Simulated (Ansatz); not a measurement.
## Levels at Γ against strain in Se

```xyz
3
Lattice="4.3552 0.0000 0.0000 -2.1776 3.7717 0.0000 0.0000 0.0000 4.9494" Properties=species:S:1:pos:R:3 pbc="T T T"
Se    0.9451    0.0000    0.8249
Se   -0.4725    0.8185    4.1245
Se    1.7050    2.9532    2.4747
```

Atom numbers follow the list: Se1, Se2, Se3.

The cell is COD entry 9008579, as deposited and not checked against the literature; nothing was relaxed.

All numbers below come from Ansatz 0.2.0, DFT, LDA, all-electron LAPW, scalar-relativistic.

Sampling and basis: a Γ-centred 8×8×6 k mesh, Fermi–Dirac smearing of 0.03 eV, basis error target 0.5 meV/atom, no spin polarisation.

The cell is scaled evenly. Fractional coordinates are held (clamped ions).

The valence-band top of this crystal doesn't lie at Γ but 0.39 eV above the top filled level there.

Only quantities that a quadratic follows smoothly over the whole series are listed; rougher ones are left out.

```tsv
ln(V/Vcell)	direct gap at Γ (eV)	smallest gap on mesh and path (eV)
-0.0619	2.540	0.941
-0.0408	2.478	0.921
-0.0101	2.389	0.894
0.0000	2.361	0.884
0.0100	2.333	0.877
0.0198	2.306	0.869
0.0392	2.252	0.853
0.0583	2.201	0.838
```

Q: Fit the series and give the slopes at zero strain.

A: Least-squares fits y = p0 + p1 x + p2 x² to the rows give direct gap at Γ (eV): p1 = -2.82, p2 = 1.2; smallest gap on mesh and path (eV): p1 = -0.851, p2 = 0.82. So dEg/dln V = -2.8 eV for the direct gap at Γ, which isn't the fundamental gap here: that one has dEg/dln V = -0.9 eV. Semilocal gaps are too small, but their slopes carry over better.

Q: One run, at ln(V/Vcell) = -0.0202, is withheld. Predict its row.

A: The fits give 2.418, 0.903; the run gave 2.418, 0.903.
